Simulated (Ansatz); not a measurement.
# Random displacements in Al3Cu2

Level of theory: DFT PBEsol, scalar-relativistic, plane waves, PAW (Ansatz 0.2.0). Cutoff 420 eV, Γ-centred 12×12×10 k-points, Gaussian smearing of 0.15 eV. No spin polarisation. Energies are free energies at this smearing, counted from the undisturbed cell; pressure is positive in compression.

The undisturbed cell (relaxed at this level; it needn't be the usual structure):

```yaml
crystal:
  lattice:
    - [4.09859, 0.00000, 0.00000]
    - [-2.04929, 3.54948, 0.00000]
    - [0.00000, 0.00000, 4.98210]
  atoms:
    - { symbol: Al, position: [0.00000, 0.00000, 0.00000] }
    - { symbol: Al, position: [0.33333, 0.66667, 0.35151] }
    - { symbol: Al, position: [0.66667, 0.33333, 0.64849] }
    - { symbol: Cu, position: [0.33333, 0.66667, 0.84229] }
    - { symbol: Cu, position: [0.66667, 0.33333, 0.15771] }
```

The atoms are displaced (Å, in the unstrained cell):

| atom | ux | uy | uz |
| --- | --- | --- | --- |
| Al1 | 0.150 | 0.057 | 0.295 |
| Al2 | -0.103 | 0.052 | 0.028 |
| Al3 | -0.176 | 0.173 | -0.414 |
| Cu4 | -0.073 | -0.022 | 0.042 |
| Cu5 | 0.202 | -0.261 | 0.050 |

The cell is not strained.

What are the energy change, the stress and the forces?

ΔE = 340.6 meV/atom; stress (xx, yy, zz, yz, xz, xy; compression positive) (13.21, 6.64, 11.62, 0.60, -0.91, -4.59) GPa.
| atom | Fx (eV/Å) | Fy | Fz |
| --- | --- | --- | --- |
| Al1 | -0.33 | -1.03 | -1.22 |
| Al2 | 0.19 | -0.60 | 0.13 |
| Al3 | -0.06 | 0.12 | 5.10 |
| Cu4 | 0.25 | 0.11 | -0.43 |
| Cu5 | -0.05 | 1.40 | -3.59 |

Cost: 1 run of about 5.1 core-minutes, on AMD EPYC (Zen 3) (shared hosts).